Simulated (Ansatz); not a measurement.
**Cu2O (Cuprite) in Ansatz: the effect of functional**

Crystal: Cu2O (Cuprite).

```
Cu O
1.0
     4.28821    0.00000    0.00000
     0.00000    4.28821    0.00000
     0.00000    0.00000    4.28821
Cu O
4 2
Direct
  0.75000 0.25000 0.75000
  0.75000 0.75000 0.25000
  0.25000 0.75000 0.75000
  0.25000 0.25000 0.25000
  0.50000 0.50000 0.50000
  0.00000 0.00000 0.00000
```

The cell isn't the ideal one: volume scaled by 1.02.

Alike in all runs:

| Quantity | Value |
| --- | --- |
| Program | Ansatz 0.2.0 |
| Task | single point |
| Potentials or basis | Ansatz PAW |
| k mesh | 6 × 6 × 6 |
| Occupations | fermi-dirac, width 0.05 eV |
| Spin | no spin polarisation |

```tsv
functional	cutoff	gap on the mesh (eV)	pressure (GPa)
PBEsol	420 eV (not typed: the program's choice for these potentials)	0.45	-5.4
LDA	420 eV (not typed: the program's choice for these potentials)	?	?
r2SCAN	500 eV (not typed: the program's choice for these potentials)	0.73	-3.5
```

Task: What does the run with functional LDA give?

Result: gap on the mesh 0.49 eV; pressure -10.4 GPa.

Caveats: the PAW data sets come from PBE, with cores solved anew for the run's functional, which leaves a small shift of forces and pressure.

A k mesh can miss the band edges.

Runs at the PBE level aren't shown here.
